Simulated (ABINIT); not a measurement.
# PbSe (Clausthalite) (Fm-3m) in ABINIT: a series of runs

Aim: see how the results for PbSe (Clausthalite) move with the level of theory and the settings. Levels: revPBE+D3(BJ), LDA, rPW86PBE. Tasks: equation of state, band structure.

All numbers are computed with ABINIT 10.8.3 (patched build); they aren't measurements. Logs are shortened: lines on timing, memory, paths and dates and some standing lists are left out, and cuts for length are marked. The log counts tension as positive stress, the text compression.

**The experiment to reproduce.**

From a printed reference work, monograph, for a bulk crystal of PbSe at 4.2 K: band gap 0.15 eV (direct).

The results are compared with them further down.

## Step 1: The crystal as given

It takes space group Fm-3m (No. 225, cubic). The conventional cell has a = 6.121 Å, b = 6.121 Å, c = 6.121 Å, α = 90.00°, β = 90.00°, γ = 90.00°. Around Pb (site symmetry m-3m) lie 6 Se at 3.06 Å. Around Se (site symmetry m-3m) lie 6 Pb at 3.06 Å.

## Step 2: Equation of state, revPBE+D3(BJ)

Input file run.abi:

```
# Datasets: one volume each
ndtset 7
getwfk -1
scalecart1 3*0.9795861087
scalecart2 3*0.9864848297
scalecart3 3*0.9932883884
scalecart4 3*1.0000000000
scalecart5 3*1.0066227096
scalecart6 3*1.0131594038
scalecart7 3*1.0196128224

# Pseudopotentials
pp_dirpath "./"
pseudos "Pb.GGA_PBE-JTH.xml, Se.GGA_PBE-JTH.xml"

# Structure
acell 4.3284127397 4.3284127397 4.3284127397 Angstrom
rprim
     0.0000000000     0.7071067812     0.7071067812
     0.7071067812     0.0000000000     0.7071067812
     0.7071067812     0.7071067812     0.0000000000
ntypat 2
znucl 82 34
natom 2
typat 1 2
xred
     0.0000000000     0.0000000000     0.0000000000
     0.5000000000     0.5000000000     0.5000000000

# Plane-wave basis
ecut 17.0
pawecutdg 34.0

# k points
kptopt 1
ngkpt 8 8 8
nshiftk 1
shiftk 0.0 0.0 0.0

# Exchange and correlation
ixc 14
vdw_xc 7

# Bands and occupations
nband 14
occopt 3
tsmear 0.00183747

# SCF cycle
nstep 100
tolvrs 1.0e-9

# Output
iomode 3
prtwf 1
prtden 0
prteig 0
prtebands 0
```

Potentials or basis: JTH PAW PBE v2.0.

Launch:

```sh
abinit run.abi > log 2>&1
```

run.abo:

```text
.Version 10.8.3 of ABINIT
 DATASET    1 : space group Fm -3 m (#225); Bravais cF (face-center cubic)
================================================================================
 Values of the parameters that define the memory need for DATASET  1.
     intxc =       0    ionmov =       0      iscf =      17    lmnmax =      18
     lnmax =       6     mgfft =      30  mpssoang =       3    mqgrid =    3001
     natom =       2  nloc_mem =       2    nspden =       1   nspinor =       1
    nsppol =       1      nsym =      48    n1xccc =       1    ntypat =       2
    occopt =       3   xclevel =       2
       mpw =        1243          nfft =       27000          nkpt =          29
 PAW method is used; the additional fine FFT grid is defined by:
   mgfftf=        45    nfftf =     91125
================================================================================
================================================================================
[... 71 lines left out ...]
 DATASET    7 : space group Fm -3 m (#225); Bravais cF (face-center cubic)
================================================================================
 Values of the parameters that define the memory need for DATASET  7.
     intxc =       0    ionmov =       0      iscf =      17    lmnmax =      18
     lnmax =       6     mgfft =      32  mpssoang =       3    mqgrid =    3001
     natom =       2  nloc_mem =       2    nspden =       1   nspinor =       1
    nsppol =       1      nsym =      48    n1xccc =       1    ntypat =       2
    occopt =       3   xclevel =       2
       mpw =        1387          nfft =       32768          nkpt =          29
 PAW method is used; the additional fine FFT grid is defined by:
   mgfftf=        45    nfftf =     91125
================================================================================
================================================================================

--------------------------------------------------------------------------------
------------- Echo of variables that govern the present computation ------------
--------------------------------------------------------------------------------
 -outvars: echo values of preprocessed input variables --------
            acell      8.1795146379E+00  8.1795146379E+00  8.1795146379E+00 Bohr
              amu      2.07200000E+02  7.89600000E+01
             ecut      1.70000000E+01 Hartree
           getwfk          -1
              ixc          14
           jdtset        1    2    3    4    5    6    7
         kptrlatt        8    0    0      0    8    0      0    0    8
          kptrlen1     6.41003113E+01
          kptrlen2     6.45517368E+01
          kptrlen3     6.49969353E+01
          kptrlen4     6.54361171E+01
          kptrlen5     6.58694815E+01
          kptrlen6     6.62972174E+01
          kptrlen7     6.67195040E+01
            natom           2
            nband          14
[... 123 lines left out ...]
 getcut: wavevector=  0.0000  0.0000  0.0000  ngfft=  45  45  45
         ecut(hartree)=     34.000   => boxcut(ratio)=   2.09208

--- Pseudopotential description ------------------------------------------------
- pspini: atom type   1  psp file is ./Pb.GGA_PBE-JTH.xml
 Pseudopotential format is: paw10
 basis_size (lnmax)=  6 (lmn_size= 18), orbitals=   0   0   1   1   2   2
 Spheres core radius: rc_sph= 2.40264019
 Shapefunction is BESSEL type: shapef(r,l)=aa(1,l)*jl(q(1,l)*r)+aa(2,l)*jl(q(2,l)*r)
 Radius for shape functions =  2.00872932
 Compensation charge density is not taken into account in XC energy/potential

- pspini: atom type   2  psp file is ./Se.GGA_PBE-JTH.xml
 Pseudopotential format is: paw10
 basis_size (lnmax)=  4 (lmn_size=  8), orbitals=   0   0   1   1
 Spheres core radius: rc_sph= 2.21132333
 Shapefunction is BESSEL type: shapef(r,l)=aa(1,l)*jl(q(1,l)*r)+aa(2,l)*jl(q(2,l)*r)
 Radius for shape functions =  2.00656599
 Compensation charge density is not taken into account in XC energy/potential

   1.09479230E+03                                ecore*ucvol(ha*bohr**3)
--------------------------------------------------------------------------------

================================================================================

--- !BeginCycle
iteration_state: {dtset: 1, }
solver: {iscf: 17, nstep: 100, nline: 4, wfoptalg: 10, }
tolerances: {tolvrs: 1.00E-09, }
...
[... 1263 lines left out ...]
-Cartesian components of stress tensor (GPa)         [Pressure= -3.6898E+00 GPa]
- sigma(1 1)=  3.68984642E+00  sigma(3 2)=  0.00000000E+00
- sigma(2 2)=  3.68984642E+00  sigma(3 1)=  0.00000000E+00
- sigma(3 3)=  3.68984642E+00  sigma(2 1)=  0.00000000E+00

== END DATASET(S) ==============================================================
================================================================================

 -outvars: echo values of variables after computation  --------
            acell      8.1795146379E+00  8.1795146379E+00  8.1795146379E+00 Bohr
           etotal1    -7.0782781431E+01
           etotal2    -7.0783474203E+01
           etotal3    -7.0783864416E+01
           etotal4    -7.0783925797E+01
           etotal5    -7.0783741632E+01
           etotal6    -7.0783329675E+01
           etotal7    -7.0782711984E+01
            fcart1    -0.0000000000E+00 -0.0000000000E+00 -0.0000000000E+00
                      -0.0000000000E+00 -0.0000000000E+00 -0.0000000000E+00
            fcart2    -0.0000000000E+00 -0.0000000000E+00 -0.0000000000E+00
                      -0.0000000000E+00 -0.0000000000E+00 -0.0000000000E+00
            fcart3    -0.0000000000E+00 -0.0000000000E+00 -0.0000000000E+00
                      -0.0000000000E+00 -0.0000000000E+00 -0.0000000000E+00
            fcart4    -0.0000000000E+00 -0.0000000000E+00 -0.0000000000E+00
                      -0.0000000000E+00 -0.0000000000E+00 -0.0000000000E+00
            fcart5    -0.0000000000E+00 -0.0000000000E+00 -0.0000000000E+00
                      -0.0000000000E+00 -0.0000000000E+00 -0.0000000000E+00
[... 38 lines left out ...]
                       0.0000000000E+00  0.0000000000E+00  0.0000000000E+00
           xangst1     0.0000000000E+00  0.0000000000E+00  0.0000000000E+00
                       2.9981702237E+00  2.9981702237E+00  2.9981702237E+00
           xangst2     0.0000000000E+00  0.0000000000E+00  0.0000000000E+00
                       3.0192847941E+00  3.0192847941E+00  3.0192847941E+00
           xangst3     0.0000000000E+00  0.0000000000E+00  0.0000000000E+00
                       3.0401081060E+00  3.0401081060E+00  3.0401081060E+00
           xangst4     0.0000000000E+00  0.0000000000E+00  0.0000000000E+00
                       3.0606500001E+00  3.0606500001E+00  3.0606500001E+00
           xangst5     0.0000000000E+00  0.0000000000E+00  0.0000000000E+00
                       3.0809197962E+00  3.0809197962E+00  3.0809197962E+00
           xangst6     0.0000000000E+00  0.0000000000E+00  0.0000000000E+00
                       3.1009263293E+00  3.1009263293E+00  3.1009263293E+00
           xangst7     0.0000000000E+00  0.0000000000E+00  0.0000000000E+00
                       3.1206779850E+00  3.1206779850E+00  3.1206779850E+00
             xred      0.0000000000E+00  0.0000000000E+00  0.0000000000E+00
                       5.0000000000E-01  5.0000000000E-01  5.0000000000E-01
 Calculation completed.
```

Run time: 2.1 min. Hardware: 1 thread of Arm Neoverse V1, shared host; peak memory 0.15 GiB.

What came out:

```yaml
Equilibrium_volume: 28.54 Å³/atom
Bulk_modulus: 51 GPa
Pressure_derivative_of_the_bulk_modulus: "5.2 (rough: it moves with the points fitted)"
```

Energy against volume, from the lowest point:
| volume (Å³/atom) | energy (meV/atom) |
| --- | --- |
| 26.951 | 15.57 |
| 27.524 | 6.14 |
| 28.097 | 0.84 |
| 28.671 | 0.00 |
| 29.244 | 2.51 |
| 29.818 | 8.11 |
| 30.391 | 16.51 |

Caveat: the cutoff is too short for stress, so the log's stress isn't used; pressures at fixed basis lie under the slope of the energies; the PAW data sets were made with another functional, which shifts forces and pressure a little.

## Step 3: Band structure, LDA

Input file run.abi:

```
ndtset 2

pp_dirpath "./"
pseudos "Pb.hgh, Se.hgh"

acell 3*1.0
rprim
     0.0000000000     5.7837902633     5.7837902633
     5.7837902633     0.0000000000     5.7837902633
     5.7837902633     5.7837902633     0.0000000000
ntypat 2
znucl 82 34
natom 2
typat 1 2
xred
     0.0000000000     0.0000000000     0.0000000000
     0.5000000000     0.5000000000     0.5000000000

ecut 20.0

ixc 7

occopt 3
tsmear 0.05 eV

nstep 100

iomode 3
prtwf 0
prteig 0
prtebands 0
enunit 1
prtden1 1
prtvha1 1
prtvclmb1 1
prtpot1 1
prtelf1 1

kptopt1 1
ngkpt1 8 8 8
nshiftk1 1
shiftk1 0.0 0.0 0.0
nband1 9
tolvrs1 1.0e-10

iscf2 -2
getden2 1
nband2 13
nbdbuf2 2
tolwfr2 1.0e-12
kptopt2 -9
ndivsm2 6
prteig2 1
kptbounds2
     0.0000000000     0.0000000000     0.0000000000
     0.5000000000     0.0000000000     0.5000000000
     0.5000000000     0.2500000000     0.7500000000
     0.3750000000     0.3750000000     0.7500000000
     0.0000000000     0.0000000000     0.0000000000
     0.5000000000     0.5000000000     0.5000000000
     0.6250000000     0.2500000000     0.6250000000
     0.5000000000     0.2500000000     0.7500000000
     0.5000000000     0.5000000000     0.5000000000
     0.3750000000     0.3750000000     0.7500000000
```

Potentials or basis: HGH LDA.

Launch:

```sh
abinit run.abi > log 2>&1
```

It took 41 s on 1 thread of Arm Neoverse V1, shared host; peak memory 0.11 GiB.

The run converged. Its results:

```yaml
Free_energy: -358.8124 eV
Band_gap_on_the_k_mesh: 0.18 eV, direct
Valence_electrons_inside_the_program's_atomic_spheres: Pb 1.04; Se 3.27
```

Levels at the corners of the path, in eV from the valence-band top:
| point | band 3 | band 4 | band 5 | band 6 | band 7 | band 8 |
| --- | --- | --- | --- | --- | --- | --- |
| Γ | -1.81 | -1.81 | -1.81 | 4.59 | 4.59 | 4.59 |
| X | -5.02 | -3.22 | -3.22 | 3.63 | 5.51 | 5.51 |
| W | -4.26 | -4.26 | -0.77 | 1.74 | 4.96 | 4.96 |
| K | -4.61 | -2.73 | -2.43 | 3.35 | 3.90 | 5.42 |
| Γ | -1.81 | -1.81 | -1.81 | 4.59 | 4.59 | 4.59 |
| L | -1.48 | -1.48 | 0.00 | 0.18 | 1.58 | 1.58 |
| U | -4.61 | -2.73 | -2.43 | 3.35 | 3.90 | 5.42 |
| W | -4.26 | -4.26 | -0.77 | 1.74 | 4.96 | 4.96 |
| L | -1.48 | -1.48 | 0.00 | 0.18 | 1.58 | 1.58 |
| K | -4.61 | -2.73 | -2.43 | 3.35 | 3.90 | 5.42 |

Caveat: the cutoff is too short for stress, so the log's stress isn't used; spin-orbit coupling is left out, which as a rule narrows the gap of such compounds by several tenths of an eV; HGH potentials are hard and often keep d shells in the core, so these values are rough. A k mesh can miss the band edges.

## Step 4: Band structure, rPW86PBE

Changes to run.abi since step 3:

```diff
@@ -1,11 +1,14 @@
+# Datasets: ground state, then fixed potential
 ndtset 2
 
+# Pseudopotentials
 pp_dirpath "./"
-pseudos "Pb.hgh, Se.hgh"
+pseudos "Pb.GGA_PBE-JTH_sp.xml, Se.GGA_PBE-JTH.xml"
 
-acell 3*1.0
+# Structure
+acell 4.3284127397 4.3284127397 4.3284127397 Angstrom
 rprim
-     0.0000000000     5.7837902633     5.7837902633
-     5.7837902633     0.0000000000     5.7837902633
-     5.7837902633     5.7837902633     0.0000000000
+     0.0000000000     0.7071067812     0.7071067812
+     0.7071067812     0.0000000000     0.7071067812
+     0.7071067812     0.7071067812     0.0000000000
 ntypat 2
@@ -18,11 +21,17 @@
 
-ecut 20.0
+# Plane-wave basis
+ecut 15.0
+pawecutdg 30.0
 
-ixc 7
+# Exchange and correlation
+ixc -144130
 
+# Bands and occupations
 occopt 3
-tsmear 0.05 eV
+tsmear 0.00183747
 
+# SCF cycle
 nstep 100
 
+# Output
 iomode 3
@@ -31,9 +40,5 @@
 prtebands 0
-enunit 1
 prtden1 1
-prtvha1 1
-prtvclmb1 1
-prtpot1 1
-prtelf1 1
 
+# Dataset 1
 kptopt1 1
@@ -43,4 +48,5 @@
 nband1 9
-tolvrs1 1.0e-10
+tolvrs1 1.0e-9
 
+# Dataset 2: bands along G-X-W-K-G-L-U-W-L-K
 iscf2 -2
```

Potentials or basis: JTH PAW PBE v2.0 sp.

Launch:

```sh
abinit run.abi > log 2>&1
```

run.abo:

```text
.Version 10.8.3 of ABINIT
 DATASET    1 : space group Fm -3 m (#225); Bravais cF (face-center cubic)
================================================================================
 Values of the parameters that define the memory need for DATASET  1.
     intxc =       0    ionmov =       0      iscf =      17    lmnmax =      13
     lnmax =       5     mgfft =      30  mpssoang =       3    mqgrid =    3001
     natom =       2  nloc_mem =       2    nspden =       1   nspinor =       1
    nsppol =       1      nsym =      48    n1xccc =       1    ntypat =       2
    occopt =       3   xclevel =       2
       mpw =        1084          nfft =       27000          nkpt =          29
 PAW method is used; the additional fine FFT grid is defined by:
   mgfftf=        45    nfftf =     91125
================================================================================
================================================================================

 DATASET    2 : space group Fm -3 m (#225); Bravais cF (face-center cubic)
[... 1280 lines left out ...]
  -0.44113   -0.28507   -0.15490   -0.08710   -0.07557    0.13782    0.15779    0.21325
   0.22536    0.35386    0.35475    0.36957    0.37685

== END DATASET(S) ==============================================================
================================================================================

 -outvars: echo values of variables after computation  --------
            acell      8.1795146379E+00  8.1795146379E+00  8.1795146379E+00 Bohr
           etotal1    -1.3369155620E+01
            fcart1    -0.0000000000E+00 -0.0000000000E+00 -0.0000000000E+00
                      -0.0000000000E+00 -0.0000000000E+00 -0.0000000000E+00
            rprim      0.0000000000E+00  7.0710678120E-01  7.0710678120E-01
                       7.0710678120E-01  0.0000000000E+00  7.0710678120E-01
                       7.0710678120E-01  7.0710678120E-01  0.0000000000E+00
           strten1    -1.8914428552E-04 -1.8914428552E-04 -1.8914428552E-04
                       0.0000000000E+00  0.0000000000E+00  0.0000000000E+00
           xangst      0.0000000000E+00  0.0000000000E+00  0.0000000000E+00
                       3.0606500001E+00  3.0606500001E+00  3.0606500001E+00
             xred      0.0000000000E+00  0.0000000000E+00  0.0000000000E+00
                       5.0000000000E-01  5.0000000000E-01  5.0000000000E-01
 Calculation completed.
```

Wall time 41 s (1 thread of Arm Neoverse V1, shared host); peak memory 0.12 GiB.

What came out:

| Property | Result |
| --- | --- |
| Free energy | -363.7933 eV |
| Pressure | 5.6 GPa |
| Band gap on the k mesh | 0.30 eV, direct |
| Band gap along the path | 0.30 eV, direct |
| Valence electrons inside the program's atomic spheres | Pb 2.53; Se 3.93 |

Levels at the corners of the path, in eV from the valence-band top:
```csv
point,band 3,band 4,band 5,band 6,band 7,band 8
Γ,-1.82,-1.82,-1.82,4.66,4.66,4.66
X,-4.95,-3.20,-3.20,3.79,5.57,5.57
W,-4.20,-4.20,-0.78,1.84,5.01,5.01
K,-4.55,-2.70,-2.39,3.42,3.96,5.47
Γ,-1.82,-1.82,-1.82,4.66,4.66,4.66
L,-1.46,-1.46,0.00,0.30,1.67,1.67
U,-4.55,-2.70,-2.39,3.42,3.96,5.47
W,-4.20,-4.20,-0.78,1.84,5.01,5.01
L,-1.46,-1.46,0.00,0.30,1.67,1.67
K,-4.55,-2.70,-2.39,3.42,3.96,5.47
```

Caveat: the PAW data sets were made with another functional, which shifts forces and pressure a little; spin-orbit coupling is left out, which as a rule narrows the gap of such compounds by several tenths of an eV; this set keeps more shells in the core, which shifts pressures and gaps.

## Step 5: Against experiment

Step 2. The cell as given is a measured one (28.67 Å³/atom); revPBE+D3(BJ) puts the equilibrium volume -0.5 % from it, thermal expansion not counted.

Step 4. Measured gap of PbSe: 0.15 eV (direct; 4.2 K; a printed reference work, monograph). This calculation gives 0.30 eV (+0.15 eV). 2 values of this kind are on record (0.15 to 0.28 eV); this one was drawn at random. Spin-orbit coupling on Pb, Se is left out. The value is that of rPW86PBE, without temperature or zero-point motion.
